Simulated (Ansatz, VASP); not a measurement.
One calculation of Sc, two programs

```
Sc
1.0
     3.12363    0.00000    0.00000
    -1.56182    2.70515    0.00000
     0.00000    0.00000   25.04756
Sc
3
Direct
  0.33333 0.66667 0.27947
  0.66667 0.33333 0.38038
  0.33333 0.66667 0.48233
```

Alike in both runs: task single point; functional PBEsol; dispersion D3(BJ); k mesh 12 × 12 × 1; occupations methfessel-paxton of order 1, width 0.1 eV; no spin polarisation.

|  | VASP | Ansatz |
| --- | --- | --- |
| version | VASP 6.6.1 | Ansatz 0.2.0 |
| potentials or method | VASP PAW PBE potentials, release 64 (Sc_sv) | scalar-relativistic, plane waves, PAW |
| plane-wave cutoff (eV) | 520 | 420 |
| valence electrons in the cell | 33 | 33 |

|  | VASP | Ansatz | Ansatz less VASP |
| --- | --- | --- | --- |
| gap on the k mesh at the Fermi level (eV) | none | none | - |
| rms of the force components (eV/Å) | 0.022 | 0.022 | +0.0002 |

Atom by atom the forces differ by 0.002 eV/Å (rms over components). A gap of «none» marks a metal or a gap that the smearing closes. The functional is the same, so the differences come from potentials, cutoffs and numerics. Ansatz warned: «xc_potential_rough_in_thin_density».

Caveats: the PAW data sets were made with another functional, which shifts forces and pressure a little (VASP).
